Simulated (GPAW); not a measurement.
A run of GPAW 26.7.0 is set up as follows.

run.py

```python
from ase import Atoms
from ase.dft.bandgap import bandgap
from ase.io import write
from ase.units import GPa
from gpaw import GPAW, PW

atoms = Atoms(['Al', 'Al', 'O', 'O', 'O'],
              cell=[[3.017482544, 0.0, 0.0],
                    [-1.508741272, 2.6132165386, 0.0],
                    [0.0, 0.0, 7.5746360022]],
              scaled_positions=[[0.0, 0.0, 0.722049],
                                [0.0, 0.0, 0.277951],
                                [0.0, 0.0, 0.5],
                                [0.6666666667, 0.3333333333, 0.800546],
                                [0.3333333333, 0.6666666667, 0.199454]],
              pbc=True)

calc = GPAW(mode=PW(800),
            xc='MGGA_X_R2SCAN+MGGA_C_R2SCAN',
            kpts={'size': (8, 8, 3), 'gamma': True},
            occupations={'name': 'fermi-dirac', 'width': 0.05},
            nbands=24,
            convergence={'density': 1e-05, 'energy': 1e-05},
            maxiter=150,
            txt='gpaw.txt')
atoms.calc = calc
energy = atoms.get_potential_energy()
forces = atoms.get_forces()
stress = atoms.get_stress()
calc.write('gs.gpw')
write('result.traj', atoms)
print(f'Energy: {energy:.6f} eV')
print('Forces (eV/A):')
print(forces.round(4))
print('Stress (GPa):', (stress / GPa).round(3))
print('Fermi level:', round(calc.get_fermi_level(), 4), 'eV')
print(f'Gap: {bandgap(calc)[0]:.4f} eV, direct: {bandgap(calc, direct=True)[0]:.4f} eV')

path = atoms.cell.bandpath('GMKGALHA,LM,KH', npoints=60, eps=1e-4)
bs_calc = calc.fixed_density(kpts=path, symmetry='off', nbands=37,
                             convergence={'bands': 'CBM+6.0', 'eigenstates': 1e-6}, txt='bands.txt')
bs = bs_calc.band_structure()
bs.write('bs.json')
print(f'Gap on the path: {bandgap(bs_calc)[0]:.4f} eV')
```

Potentials or basis: GPAW PAW data sets (gpaw-data 1.2.1), pw.

Command:

```sh
$ OMP_NUM_THREADS=1 python run.py
```

**Question.** Predict the band gap along the path.

**Answer.** 3.03 eV, direct.

**Question.** What does it give for the largest force?

**Answer.** 0.312 eV/Å.

Forces on the atoms (eV/Å):
```
Al   0.000  0.000 -0.039
Al   0.000  0.000  0.039
O    0.000  0.000  0.000
O    0.000  0.000 -0.312
O    0.000  0.000  0.312
```

Caveat: the PAW data sets were made with another functional, which shifts forces and pressure a little. r2SCAN opens gaps a little over a GGA but as a rule still falls short of measured ones.
